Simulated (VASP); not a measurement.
# ZrN (Fm-3m) in VASP: settings compared

The runs below take ZrN through relaxation of cell and atoms, with PBEsol, LDA.

All numbers are computed with VASP 6.6.1; they aren't measurements. Logs are shortened: lines on timing, memory, paths and dates and some standing lists are left out, and cuts for length are marked.

## 1. The crystal as given

Symmetry: Fm-3m, No. 225, cubic system. The conventional cell has a = 4.589 Å, b = 4.589 Å, c = 4.589 Å, α = 90.00°, β = 90.00°, γ = 90.00°. Around Zr (site symmetry m-3m) lie 6 N at 2.29 Å. N (site symmetry m-3m) is surrounded by 6 Zr at 2.29 Å.

The cell is a database's computed one.

## 2. Relaxation of cell and atoms, PBEsol

Input file INCAR:

```
SYSTEM = ZrN
ALGO = Fast ; EDIFF = 1E-7
EDIFFG = -0.005 ; ENCUT = 600
GGA = PS ; IBRION = 2
ISIF = 3 ; ISMEAR = 0
LASPH = .True. ; LCHARG = .False.
LREAL = .False. ; LWAVE = .False.
NELM = 100 ; NSW = 90
PREC = Accurate ; SIGMA = 0.1
```

Input file KPOINTS:

```
k-points
0
Gamma
  16 16 16
  0 0 0
```

Input file POSCAR:

```
ZrN
1.0
    0.0000000000      2.2942655900      2.2942655900
    2.2942655900      0.0000000000      2.2942655900
    2.2942655900      2.2942655900      0.0000000000
Zr N
1 1
Direct
    0.5000000000      0.5000000000      0.5000000000
    0.0000000000      0.0000000000      0.0000000000
```

Potentials or basis: VASP PAW PBE potentials, release 64 (Zr_sv, N).

Command:

```console
$ cat potpaw_PBE.64/Zr_sv/POTCAR potpaw_PBE.64/N/POTCAR > POTCAR
$ mpirun -np 1 vasp_std > vasp.out
```

OUTCAR:

```text
SYSTEM = ZrN
   EDIFF = 1E-7
   EDIFFG = -0.005
   ENCUT = 600
   GGA = PS
   IBRION = 2
   ISIF = 3
   ISMEAR = 0
   LASPH = .True.
   LREAL = .False.
   NELM = 100
   NSW = 90
   PREC = Accurate

 ion  position               nearest neighbor table
   1  0.500  0.500  0.500-   2 2.29   2 2.29   2 2.29   2 2.29   2 2.29   2 2.29
   2  0.000  0.000  0.000-   1 2.29   1 2.29   1 2.29   1 2.29   1 2.29   1 2.29

  LATTYP: Found a face centered cubic cell.
 ALAT       =     4.5885311800

  Lattice vectors:

 A1 = (   0.0000000000,   2.2942655900,   2.2942655900)
 A2 = (   2.2942655900,   0.0000000000,   2.2942655900)
 A3 = (   2.2942655900,   2.2942655900,   0.0000000000)

Analysis of symmetry for initial positions (statically):
=====================================================================
 Subroutine PRICEL returns:
 Original cell was already a primitive cell.

 Routine SETGRP: Setting up the symmetry group for a
 face centered cubic supercell.

 Subroutine GETGRP returns: Found 48 space group operations
 (whereof 48 operations were pure point group operations)
 out of a pool of 48 trial point group operations.

The static configuration has the point symmetry O_h .

Analysis of symmetry for dynamics (positions and initial velocities):
=====================================================================
 Subroutine PRICEL returns:
 Original cell was already a primitive cell.

 Routine SETGRP: Setting up the symmetry group for a
 face centered cubic supercell.

 Subroutine GETGRP returns: Found 48 space group operations
 (whereof 48 operations were pure point group operations)
 out of a pool of 48 trial point group operations.

The dynamic configuration has the point symmetry O_h .

 Subroutine INISYM returns: Found 48 space group operations
 (whereof 48 operations are pure point group operations),
 and found     1 'primitive' translations

----------------------------------------------------------------------------------------

                                     Primitive cell

  volume of cell :      24.1524

  direct lattice vectors                    reciprocal lattice vectors
     0.000000000  2.294265590  2.294265590    -0.217934664  0.217934664  0.217934664
     2.294265590  0.000000000  2.294265590     0.217934664 -0.217934664  0.217934664
     2.294265590  2.294265590  0.000000000     0.217934664  0.217934664 -0.217934664

  length of vectors
     3.244581513  3.244581513  3.244581513     0.377473910  0.377473910  0.377473910

  position of ions in fractional coordinates (direct lattice)
     0.500000000  0.500000000  0.500000000
     0.000000000  0.000000000  0.000000000
[... 103 lines left out ...]
   LHFCALC =     F    Hartree Fock is set to
   AEXX    =    0.0000 exact exchange contribution
   IVDW    =     0    specifies the selected vdW correction
   LEPSILON=     F    determine dielectric tensor
   LRPA    =     F    only Hartree local field effects (RPA)
 conjugate gradient relaxation of ions
 non-spin polarized calculation
 RMM-DIIS sequential band-by-band and
 Gauss-broadening in eV      SIGMA  =   0.10
  energy-cutoff  :      600.00
  volume of cell :       24.15
 maximum number of plane-waves:       825
 NGX is ok and might be reduce to    28
   NGX = 13   NGY = 13   NGZ = 13

--------------------------------------- Ionic step        1  -------------------------------------------

 number of electron      17.0000000 magnetization

 Free energy of the ion-electron system (eV)
  ---------------------------------------------------
  ext. energy  EPLUGINS =         0.00000000
  ---------------------------------------------------
  free energy    TOTEN  =       -21.54708357 eV

  energy without entropy =      -21.54331495  energy(sigma->0) =      -21.54519926

------------------------ aborting loop because EDIFF is reached ----------------------------------------

  FORCE on cell =-STRESS in cart. coord.  units (eV):
  Direction    XX          YY          ZZ          XY          YZ          ZX
  --------------------------------------------------------------------------------------
  -------------------------------------------------------------------------------------
  Total       -0.8820772     -0.8820772     -0.8820772      0.0000000      0.0000000      0.0000000
  in kB      -58.5135049    -58.5135049    -58.5135049      0.0000000      0.0000000      0.0000000
  external PRESSURE =     -58.5135049 kB  Pullay stress =       0.0000000 kB
[... 95 lines left out ...]
--------------------------------------- Ionic step        4  -------------------------------------------

 number of electron      17.0000000 magnetization

 Free energy of the ion-electron system (eV)
  ---------------------------------------------------
  ext. energy  EPLUGINS =         0.00000000
  ---------------------------------------------------
  free energy    TOTEN  =       -21.55725545 eV

  energy without entropy =      -21.55353117  energy(sigma->0) =      -21.55539331

 E-fermi :  12.0764     XC(G=0): -12.7882

 val. band max:       12.0695446770   @ k =  -0.1250   0.0625   0.0000
 cond. band min:      12.0782891767   @ k =  -0.1250   0.0625   0.0000
 fundamental gap:      0.0087444997
 Fermi energy:        12.0763529556

 k-point     1 :       0.0000    0.0000    0.0000
  band No.  band energies     occupation
      1     -37.3080      2.00000
      2     -14.9353      2.00000
      3     -14.9353      2.00000
      4     -14.9353      2.00000
      5      -4.2049      2.00000
      6       9.4267      2.00000
      7       9.4267      2.00000
      8       9.4267      2.00000
      9      11.6582      2.00000
     10      11.6582      2.00000
     11      11.6582      2.00000
     12      15.1443      0.00000
[... 331 lines left out ...]
 k-point    24 :      -0.0625    0.0625    0.0000
  band No.  band energies     occupation
      1     -37.2925      2.00000
      2     -15.0658      2.00000
      3     -14.9660      2.00000
      4     -14.9365      2.00000
      5      -3.9837      2.00000
      6       8.5111      2.00000
      7       8.7362      2.00000
      8       9.0803      2.00000
      9      11.8151      1.99978
     10      11.8523      1.99847
     11      12.2510      0.01351
     12      14.0605      0.00000

 [... further k-points ...]

------------------------ aborting loop because EDIFF is reached ----------------------------------------

  FORCE on cell =-STRESS in cart. coord.  units (eV):
  Direction    XX          YY          ZZ          XY          YZ          ZX
  --------------------------------------------------------------------------------------
  -------------------------------------------------------------------------------------
  Total        0.0071935      0.0071935      0.0071935      0.0000000     -0.0000000      0.0000000
  in kB        0.4882989      0.4882989      0.4882989      0.0000000     -0.0000000      0.0000000
  external PRESSURE =       0.4882989 kB  Pullay stress =       0.0000000 kB
[... 17 lines left out ...]
  FREE ENERGIE OF THE ION-ELECTRON SYSTEM (eV)
  ---------------------------------------------------
  free  energy   TOTEN  =       -21.5572554509 eV

  energy  without entropy=      -21.5535311713  energy(sigma->0) =      -21.55539331

 reached required accuracy - stopping structural energy minimisation
```

CONTCAR:

```text
ZrN
   1.00000000000000
     0.0000000000000000    2.2767298486526752    2.2767298486526752
     2.2767298486526752    0.0000000000000000    2.2767298486526752
     2.2767298486526752    2.2767298486526752    0.0000000000000000
  Zr              N
     1     1
Direct
     0.5000000000000000    0.5000000000000000    0.5000000000000000
     1.0000000000000000    1.0000000000000000    0.0000000000000000

  0.00000000E+00  0.00000000E+00  0.00000000E+00
  0.00000000E+00  0.00000000E+00  0.00000000E+00
```

Run time: 2.5 min. Hardware: 1 thread of Intel Xeon 6975P-C (Granite Rapids), shared host; peak memory 0.2 GiB.

What came out:

```
Free energy                            : -21.5573 eV
Relaxed volume                         : 11.80 Å³/atom
Relaxed cell                           : a = 3.220 Å, b = 3.220 Å, c = 3.220 Å, α = 60.00°, β = 60.00°, γ = 60.00°
Space group after relaxing (to 0.05 Å) : Fm-3m (No. 225)
Energy gained by relaxing              : 5.1 meV/atom
Ionic steps                            : 4
Pressure after relaxing                : 0.0 GPa
Band gap on the k mesh                 : none (metal or under the smearing width)
```

Step by step:
```
step  energy change (eV)  largest force (eV/Å)  pressure (GPa)  volume (Å³)
   1              0.0000                0.0000           -5.85        24.15
   2              0.0254                0.0000           12.28        22.64
   3             -0.0102                0.0000           -0.07        23.61
   4             -0.0102                0.0000            0.05        23.60
```

Final structure:
```
Zr N
1.0
     0.00000    2.27673    2.27673
     2.27673    0.00000    2.27673
     2.27673    2.27673    0.00000
Zr N
1 1
Direct
  0.50000 0.50000 0.50000
  0.00000 0.00000 0.00000
```

Levels at points of the mesh, in eV from the Fermi level:
| k point | band 6 | band 7 | band 8 | band 9 | band 10 | band 11 | band 12 |
| --- | --- | --- | --- | --- | --- | --- | --- |
| (0.00, 0.00, 0.00) | -2.65 | -2.65 | -2.65 | -0.42 | -0.42 | -0.42 | 3.07 |
| (0.50, 0.00, 0.00) | -7.78 | -5.78 | -5.78 | 3.15 | 3.22 | 3.22 | 4.81 |
| (0.50, 0.50, 0.00) | -4.52 | -3.60 | -3.14 | -3.14 | 3.49 | 4.73 | 4.82 |

Caveat: the PAW data sets were made with another functional, which shifts forces and pressure a little.

## 3. Relaxation of cell and atoms, LDA

Input file INCAR:

```
SYSTEM = ZrN
ALGO = Fast ; EDIFF = 1E-7
EDIFFG = -0.005 ; ENCUT = 600
IBRION = 2 ; ISIF = 3
ISMEAR = 0 ; LASPH = .True.
LCHARG = .False. ; LREAL = .False.
LWAVE = .False. ; NELM = 100
NSW = 90 ; PREC = Accurate
SIGMA = 0.1
```

KPOINTS is that of step 2.

POSCAR is that of step 2.

Potentials or basis: VASP PAW LDA potentials, release 64 (Zr_sv, N).

Command:

```console
$ cat potpaw_LDA.64/Zr_sv/POTCAR potpaw_LDA.64/N/POTCAR > POTCAR
$ mpirun -np 1 vasp_std > vasp.out
```

Run time: 2.5 min. Hardware: 1 thread of Intel Xeon 6975P-C (Granite Rapids), shared host; peak memory 0.2 GiB.

It converged, with:

| Item | Value |
| --- | --- |
| Free energy | -22.4229 eV |
| Relaxed volume | 11.61 Å³/atom |
| Relaxed cell | a = 3.202 Å, b = 3.202 Å, c = 3.202 Å, α = 60.00°, β = 60.00°, γ = 60.00° |
| Space group after relaxing (to 0.05 Å) | Fm-3m (No. 225) |
| Energy gained by relaxing | 15.6 meV/atom |
| Ionic steps | 4 |
| Pressure after relaxing | 0.0 GPa |
| Band gap on the k mesh | none (metal or under the smearing width) |

The path:
| step | energy change (eV) | largest force (eV/Å) | pressure (GPa) | volume (Å³) |
| --- | --- | --- | --- | --- |
| 1 | 0.0000 | 0.0000 | -10.28 | 24.15 |
| 2 | 0.0899 | 0.0000 | 24.78 | 21.54 |
| 3 | -0.0311 | 0.0000 | -0.27 | 23.24 |
| 4 | -0.0311 | 0.0000 | -0.03 | 23.22 |

Final structure:
```xyz
2
Lattice="0.0000 2.2643 2.2643 2.2643 0.0000 2.2643 2.2643 2.2643 0.0000" Properties=species:S:1:pos:R:3 pbc="T T T"
Zr    2.2643    2.2643    2.2643
N     2.2643    0.0000    2.2643
```

Levels at points of the mesh, in eV from the Fermi level:
| k point | band 5 | band 6 | band 7 | band 8 | band 9 | band 10 | band 11 | band 12 |
| --- | --- | --- | --- | --- | --- | --- | --- | --- |
| (0.00, 0.00, 0.00) | -16.17 | -2.66 | -2.66 | -2.66 | -0.43 | -0.43 | -0.43 | 3.35 |
| (0.50, 0.00, 0.00) | -13.71 | -7.83 | -5.85 | -5.85 | 3.21 | 3.27 | 3.27 | 4.98 |
| (0.50, 0.50, 0.00) | -15.66 | -4.47 | -3.65 | -3.12 | -3.12 | 3.56 | 4.83 | 5.45 |
